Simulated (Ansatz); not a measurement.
The cell is COD entry 9013008, as deposited and not checked against the literature; nothing was relaxed.

Sb: DFT, PBE, all-electron LAPW, scalar-relativistic (Ansatz 0.2.0).

```yaml
crystal:
  lattice:
    - [3.16, 0.0, 0.0]
    - [0.0, 3.16, 0.0]
    - [0.0, 0.0, 3.16]
  atoms:
    - { symbol: Sb, position: [0.0, 0.0, 0.0] }
kpoints:
  mp_grid: { grid: [12, 12, 12] }
  band_path:
    path:
      - [0.0, 0.0, 0.0]
      - [0.0, 0.5, 0.0]
      - [0.5, 0.5, 0.0]
      - [0.0, 0.0, 0.0]
      - [0.5, 0.5, 0.5]
      - [0.0, 0.5, 0.0]
      - [0.5, 0.5, 0.5]
      - [0.5, 0.5, 0.0]
    npoints: 8
scf:
  occupations: { method: fermi_dirac, width: 0.08 }
hamiltonian:
  xc: pbe
  pseudopotentials: { kind: all_electron, lapw: { basis_error: 0.001 } }
output:
  forces: true
  stress: true
  eigenvalues: true
  populations: true
  dos: { projected: true, de: 0.2, e_range: [-14, 8] }
```

Output:

```
Sb: projections on atomic orbitals take those of the free atom 1s2 2s2 2p6 3s2 3p6 3d10 4s2 4p6 4d10 5s2 5p3, of charge +0.00 (hamiltonian.pseudopotentials.projection_atoms)
LAPW: plane waves up to 6.952 Å⁻¹, error target 1.0e-3 eV per atom; small_component_spin mean_spin; Sb in spheres of 1.580 Å, 23 of its electrons in bands, Dirac shells []
Engine: ansatz 0.2.0
Pseudopotentials: kind: all_electron
Pseudopotential: Sb, LAPW, valence charge 23, Koelling and Harmon's equation, gaussian nucleus
Functional definition: PBE
  parameter kappa = 0.804
  parameter beta = 0.06672455060314922
  exchange = pbe_x(kappa = kappa, mu = beta*pi^2/3)
  correlation = pbe_c(beta = beta)
Crystal: 1 atoms, lattice volume = 31.554 Å³
Basis set: ecut = 184.1340080007103 eV, 179 PW (Γ), exchange–correlation at level 2
Bands: 16, of which v1, the nominal top of the filled ones, is band 12 counted from 1 (11 counted from 0)
Symmetry: 48 space group operations
Space group: Pm-3m (ITA 221), of the structure as read, at distance tolerance 3.2e-5 Å
k-points: 84 of 1728
Non-local potential: Sb, projectors of the file, none
Initial density: superposition of atomic densities (chi_scale 0.1, normalization cell)
Initial wavefunctions: plane waves of lowest kinetic energy (no species holds an atomic orbital)
Functional: x = pbe(κ = 0.804, μ = 0.2195149727645171), c = pbe(β = 0.06672455060314922)
iter 1 solved again at ethr=6.66e-5 eV; its pass at ethr=1.00e-1 eV (dr2=1.53e-2 eV) is discarded
SCF iter   1: F=—  HF=-176368.123028 eV  |F-HF|=—  |Δ(HF+E_count)|=         —  Δρ=8.17e-3  dr2=1.53e-2  ethr=6.66e-5  ⟨swp⟩=3.2  Hψ=9405  notcnv=0
preconditioner: auto → LDOS  [metal: Δε(μ)=0.052 eV  Ē_g=11.843 eV  σ=0.080 eV  W_gap=0.16  n_scr=6 (ndim 8)  ℏωp=14.8 eV  f_vac=0.024  D(μ)=0.77/eV (n_scr^D=6)  β→1.0]
iter 2 solved again at ethr=2.92e-6 eV; its pass at ethr=6.66e-5 eV (dr2=6.72e-4 eV) is discarded
SCF iter   2: F=—  HF=-176368.127657 eV  |F-HF|=—  |Δ(HF+E_count)|=   4.63e-3  Δρ=1.98e-3  dr2=6.73e-4  ethr=2.92e-6  ⟨swp⟩=2.0  Hψ=6462  notcnv=0
SCF iter   3: F=—  HF=-176368.127423 eV  |F-HF|=—  |Δ(HF+E_count)|=   2.34e-4  Δρ=4.58e-4  dr2=4.75e-5  ethr=2.92e-6  ⟨swp⟩=2.8  Hψ=3847  notcnv=0
SCF iter   4: F=—  HF=-176368.126310 eV  |F-HF|=—  |Δ(HF+E_count)|=   1.11e-3  Δρ=1.76e-4  dr2=8.11e-6  ethr=2.07e-7  ⟨swp⟩=2.7  Hψ=3841  notcnv=0
SCF iter   5: F=—  HF=-176368.126300 eV  |F-HF|=—  |Δ(HF+E_count)|=   9.74e-6  Δρ=2.96e-5  dr2=3.89e-7  ethr=3.53e-8  ⟨swp⟩=2.8  Hψ=3859  notcnv=0
SCF iter   6: F=-176368.126300 eV  HF=-176368.126300 eV  |F-HF|=4.28e-9  |Δ(HF+E_count)|=   1.37e-8  Δρ=5.33e-6  dr2=1.39e-8  ethr=1.69e-9  ⟨swp⟩=3.0  Hψ=3899  notcnv=0
SCF 1 converged in 6 iterations: F = -176368.126300 eV  dr2 = 1.39e-8
NSCF: frozen V_eff on 57 k-points
SCF converged after 6 iterations
Free energy (F): -176368.126300 eV
Harris-Foulkes:  -176368.126300 eV  (|F-HF|=4.28e-9)
Internal energy: -176368.110526 eV  (E = F + TS)
E sigma→0 (E₀):  -176368.118413 eV
Entropy (-TS):   -0.015774 eV (-15.774 meV/atom)
Fermi energy:    11.725724 eV
--- Per-component energies (eV) ---
  E_band       = -918.994388
  E_kinetic    = 185869.757609
  E_xc         = -4643.158089
  E_electrostatic = -357594.710047  (all electrons and nuclei)
  E_smearing   = -0.015774  (= −TS)
  E_closure    = 0.000000  (closes the sum)
  E_atoms      = -176364.064481  (free atoms, spherical and without spin; not in F)
  Σ components = -176368.126300   (vs F -176368.126300, Δ=0.00e0)
  Basis errors (estimates in eV, not in F): energy 3.3e-4 per atom: plane waves 3.2e-4 (1.8e-4 summed), levels above the bands 7.9e-41, relativity 1.2e-8, radial functions 7.4e-6, core shells 2.2e-10; eigenvalues (radial functions only) 5.0e-6; not estimated: angular momenta, meshes, grids; target (lapw.basis_error) 1.0e-3; muffin-tin radii Sb 1.580 Å
--- Forces (eV/Å), atoms counted from 1 ---
  atom   1  Sb     0.00000000     0.00000000    -0.00000000
  max |Σ_I F_I| component: 6.57e-32 eV/Å
--- Stress (GPa, compression-positive) ---
       -2.204329      -0.000000       0.000000
       -0.000000      -2.204329       0.000000
        0.000000       0.000000      -2.204329
  P = ⅓ Tr σ = -2.2043 GPa (-22.043 kbar)
--- Band table (eV; the first three rows and the last of 84) ---
  k-point 0: bands = ["-132.6020", "-85.5681", "-85.5681", "-85.5681", "-17.4692", "-17.4692", "-17.3259", "-17.3259", "-17.3259", "-0.3121", "14.7805", "14.7805", "14.7805", "18.7056", "18.7056", "19.5854"]
  k-point 1: bands = ["-132.6020", "-85.5683", "-85.5681", "-85.5681", "-17.4688", "-17.4605", "-17.3283", "-17.3283", "-17.3257", "-0.2174", "13.6511", "14.8723", "14.8723", "18.7879", "19.2504", "20.4290"]
  k-point 2: bands = ["-132.6020", "-85.5687", "-85.5681", "-85.5681", "-17.4679", "-17.4367", "-17.3350", "-17.3350", "-17.3252", "0.0626", "11.7169", "15.1378", "15.1378", "19.0332", "19.6035", "22.7701"]
  k-point 83: bands = ["-132.6017", "-85.5700", "-85.5700", "-85.5700", "-17.4020", "-17.4020", "-17.4020", "-17.2625", "-17.2625", "6.8070", "10.1487", "10.1487", "10.1487", "16.6239", "16.6239", "16.6239"]
--- Löwdin populations: 1 site ---
  site symbol       q [e]
     0     Sb     50.9682
  spilling = 0.000624 (of n_electrons = 51.000000)
```

populations.tsv:

```
# site	symbol	l	j	q
# orbitals = lowdin
# n_electrons = 51.000000
# spilling = 0.000624
# projection_atom_Sb: 1s2 2s2 2p6 3s2 3p6 3d10 4s2 4p6 4d10 5s2 5p3
0	Sb	0_1S	-	2.000000
0	Sb	0_2S	-	1.999986
0	Sb	0_3S	-	1.999791
0	Sb	0_4S	-	1.997134
0	Sb	0_5S	-	1.826008
0	Sb	1_2P	-	6.000000
0	Sb	1_3P	-	5.999984
0	Sb	1_4P	-	5.998272
0	Sb	1_5P	-	3.148559
0	Sb	2_3D	-	10.000000
0	Sb	2_4D	-	9.998432
```
